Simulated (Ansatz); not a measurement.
# BeTe: the cost of one run

Computed with Ansatz 0.2.0, driven from Python. The levels of theory stand in the script.

The COD entry's cell or inner coordinates are ideal or old and differ from later refinements, so a difference from it is no clean test against experiment.

## Step 1: The structure

Symmetry: F-43m, No. 216, cubic system. Conventional cell: a = 5.540 Å, b = 5.540 Å, c = 5.540 Å, α = 90.00°, β = 90.00°, γ = 90.00°. Around Be (site symmetry -43m) lie 4 Te at 2.40 Å. Te (site symmetry -43m) has 4 Be at 2.40 Å as nearest neighbours.

No structure file is read: the coordinates are typed or built in the script.

## Step 2: The script

lattice.py

```python
"""How the lattice of BeTe depends on the functional."""

import warnings

import ansatz as az
import numpy as np

def edges_and_angles(cell):
    cell = np.asarray(cell)
    a, b, c = np.linalg.norm(cell, axis=1)
    cosines = cell[1] @ cell[2] / (b * c), cell[0] @ cell[2] / (a * c), cell[0] @ cell[1] / (a * b)
    return (a, b, c, *np.degrees(np.arccos(cosines)))

warnings.simplefilter("ignore", az.DeckWarning)

system = (
    az.Lattice.fcc(5.54)
    .space_group(216)
    .atom("Be", (0.0, 0.0, 0.0))
    .atom("Te", (0.25, 0.25, 0.75))
    .primitive()
)

job = (
    system.calculation()
    .occupations("gaussian", width=0.3)
    .kpoints(6, 6, 6)  # sampling of the Brillouin zone
    .scf(tolerance=1e-08)
    .basis(380)
    .relax(cell=True, force_tolerance=0.001, density_extrapolation="none")
)

levels = [("revpbe", "d3bj"), ("rpbe", "none"), ("lda", "none"), ("pbe", "d4")]
print("level            a       b       c    alpha   beta  gamma  V/atom  steps")
for name, dispersion in levels:
    seen = []
    run = job.functional(name, dispersion=dispersion).session().plan()
    res = run.execute(on_event=lambda e: seen.append(e) if e["event"] == "relax_step" else None)
    cell = res.lattice.cell_ang
    label = name if dispersion == "none" else f"{name}+{dispersion}"
    print("{:13s} {:7.4f} {:7.4f} {:7.4f} {:6.2f} {:6.2f} {:6.2f}".format(label, *edges_and_angles(cell)), f"{abs(np.linalg.det(cell)) / len(res.lattice.sites):7.3f} {len(seen):5d}")
```

## Step 3: Running it

Run with:

```sh
python lattice.py
```

**Question.** How long does this script take on 1 thread of Arm Neoverse V2, shared host, and how much memory does it need?

About 15 s, with a peak of 0.38 GiB.
